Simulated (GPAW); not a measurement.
GaN in GPAW: the effect of functional

The system is GaN.

```
Ga N
1.0
     0.00000    2.25350    2.25350
     2.25350    0.00000    2.25350
     2.25350    2.25350    0.00000
Ga N
1 1
Direct
  0.00000 0.00000 0.00000
  0.25000 0.25000 0.25000
```

The cell is a database's computed one.

Alike in all runs:

* Program: GPAW 26.7.0
* Task: dielectric tensor
* Cutoff: 600 eV
* Basis: pw
* k mesh: 8 × 8 × 8
* Occupations: fermi-dirac, width 0.001 eV
* Spin: no spin polarisation

| functional | potentials or basis | dielectric constant (mean) |
| --- | --- | --- |
| LDA | the program's PAW data sets (release 1.2.1) made for this functional | 5.66 |
| AM05 | PAW data sets generated in the run's folder for this functional | 5.62 |
| PBEsol | PAW data sets generated in the run's folder for this functional | 5.71 |
| PBE | GPAW PAW data sets (gpaw-data 1.2.1) | 5.60 |
| RPBE | the program's PAW data sets (release 1.2.1) made for this functional | 5.53 |
| GLLB-SC | the program's PAW data sets (release 1.2.1) made for this functional | ? |

Problem. What does the run with functional GLLB-SC give?

Solution. Dielectric constant 4.95 mean.

Caveats: the long-wavelength limit can be off by a per cent or two; a model potential gives levels but no total energy (some runs); response on these states lacks terms of the Hamiltonian (some runs).
